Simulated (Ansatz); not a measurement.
**Zr: stress in a strained cell**

Aim: deform Zr (equal xy, yz and zx engineering shear strains of -3 %) and compute stress, forces and field gradients with LAPW, PAW and all-electron datasets made for the crystal.

Program: Ansatz 0.2.0. Level of theory: DFT PBEsol, scalar-relativistic. These are calculated values, not measurements.

## Step 1: The structure to begin with

The structure is hexagonal, space group P6_3/mmc (No. 194). Conventional cell: a = 3.232 Å, b = 3.232 Å, c = 5.147 Å, α = 90.00°, β = 90.00°, γ = 120.00°. Around Zr (site symmetry -6m2) lie 12 Zr at 3.18 to 3.23 Å.

As a file:

```xyz
2
Lattice="3.2320 0.0000 0.0000 -1.6160 2.7990 0.0000 0.0000 0.0000 5.1470" Properties=species:S:1:pos:R:3 pbc="T T T"
Zr    0.0000    1.8660    1.2867
Zr    1.6160    0.9330    3.8602
```

Atoms are numbered in the order of the input: Zr1, Zr2.

## Step 2: The deformed structure

Space group P6_3/mmc before, P-1 after.

## Step 3: Full-potential LAPW

File input.yaml:

```yaml
crystal:
  lattice:
    - [3.2319982225, -0.0484799733, -0.0484799733]
    - [-1.6579839997, 2.8232325523, -0.0177449018]
    - [-0.077205, -0.077205, 5.147]
  atoms:
    - { symbol: Zr, position: [0.3333333333, 0.6666666667, 0.25] }
    - { symbol: Zr, position: [0.6666666667, 0.3333333333, 0.75] }
kpoints:
  mp_grid: { grid: [13, 13, 7] }
  band_path:
    path:
      - [0.0, 0.0, 0.0]
      - [0.0, 0.0, 0.5]
      - [-0.5, 0.5, 0.0]
      - [0.0, 0.0, 0.0]
      - [0.0, -0.5, 0.0]
      - [-0.5, 0.0, 0.5]
      - [0.0, 0.0, 0.0]
      - [-0.5, 0.0, 0.0]
      - [0.0, -0.5, 0.5]
    npoints: 5
scf:
  occupations: { method: fermi_dirac, width: 0.08 }
hamiltonian:
  xc: pbesol
  pseudopotentials: { kind: all_electron, lapw: { basis_error: 0.001 } }
output:
  forces: true
  stress: true
  eigenvalues: true
```

Launch:

```console
ansatz run input.yaml --threads 1 --pin off --max-ram 3072MiB --backend cpu --events-out ev --progress --plain --runs-dir out
```

## Step 4: PAW with frozen cores

File input.yaml:

```yaml
crystal:
  lattice:
    - [3.2319982225, -0.0484799733, -0.0484799733]
    - [-1.6579839997, 2.8232325523, -0.0177449018]
    - [-0.077205, -0.077205, 5.147]
  atoms:
    - { symbol: Zr, position: [0.3333333333, 0.6666666667, 0.25] }
    - { symbol: Zr, position: [0.6666666667, 0.3333333333, 0.75] }
kpoints:
  mp_grid: { grid: [13, 13, 7] }
scf:
  occupations: { method: fermi_dirac, width: 0.08 }
hamiltonian:
  xc: pbesol
  pseudopotentials: { kind: paw }
output:
  forces: true
  stress: true
  eigenvalues: true
  efg: { contact_densities: true }
```

## Step 5: All-electron PAW on datasets made for the crystal

Changes to input.yaml since step 4:

```diff
@@ -14,3 +14,3 @@
   xc: pbesol
-  pseudopotentials: { kind: paw }
+  pseudopotentials: { kind: all_electron, datasets: crystal }
 output:
```

(Steps that only read results are left out.)

What does the calculation give? Wanted: pressure; largest shear or deviatoric stress.

**Answer**, as computed:

```
                                 quantity                                              value
                                 pressure  LAPW -3.24, PAW -3.26, crystal datasets -3.24 GPa
largest shear or deviatoric stress (LAPW)                                           1.40 GPa
```

The largest part of the stress beyond the pressure is 1.40 GPa in size, in the xy component; the atoms are carried along and not relaxed. No run of the undeformed cell stands beside it, so the pressure holds what the given cell had before the change. PAW: stress within 0.02 GPa of LAPW, forces within 1 meV/Å. Crystal datasets: stress within 0.01 GPa of LAPW, forces within 1 meV/Å.
